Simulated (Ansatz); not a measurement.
## PbS (Galena): phonons with PBEsol

Crystal: PbS (Galena).

```
Pb S
1.0
     0.00000    2.96575    2.96575
     2.96575    0.00000    2.96575
     2.96575    2.96575    0.00000
Pb S
1 1
Cartesian
  0.0000 0.0000 0.0000
  2.9657 2.9657 2.9657
```

| Quantity | Value |
| --- | --- |
| Program | Ansatz 0.2.0 |
| Task | phonons |
| Functional | PBEsol |
| Potentials or basis | all-electron LAPW, scalar-relativistic |
| Cutoff | 190 eV (chosen from the basis error) |
| Basis error allowed | 0.001 eV/atom |
| k mesh | 6 × 6 × 6 |
| Occupations | fermi-dirac, width 0.05 eV |
| Spin | no spin polarisation |

| Property | Result |
| --- | --- |
| Band gap on the k mesh | 0.25 eV, direct |
| Highest phonon frequency at Γ, LO-TO splitting left out | 14 cm⁻¹ |

Levels at points of the mesh, in eV from the valence-band top:
| k point | band 22 | band 23 | band 24 | band 25 | band 26 | band 27 | band 28 | band 29 |
| --- | --- | --- | --- | --- | --- | --- | --- | --- |
| (0.00, 0.00, 0.00) | -6.05 | -2.18 | -2.18 | -2.18 | 5.16 | 5.16 | 5.16 | 6.60 |
| (0.00, 0.00, -0.50) | -8.89 | -1.78 | -1.78 | 0.00 | 0.25 | 1.89 | 1.89 | 8.48 |
| (0.00, -0.50, -0.50) | -7.23 | -5.26 | -3.47 | -3.47 | 3.70 | 5.52 | 5.64 | 5.64 |

Phonon frequencies in cm⁻¹ (negative: imaginary):
```
              q point     frequencies
(0.000, 0.000, 0.000)  0 0 0 14 14 14
```

Wall time 24 s on 1 thread of Arm Neoverse V1, on a shared host, peak memory 0.29 GiB.

Caveat: spin-orbit coupling is left out, which as a rule narrows the gap of such compounds by several tenths of an eV. A k mesh can miss the band edges.
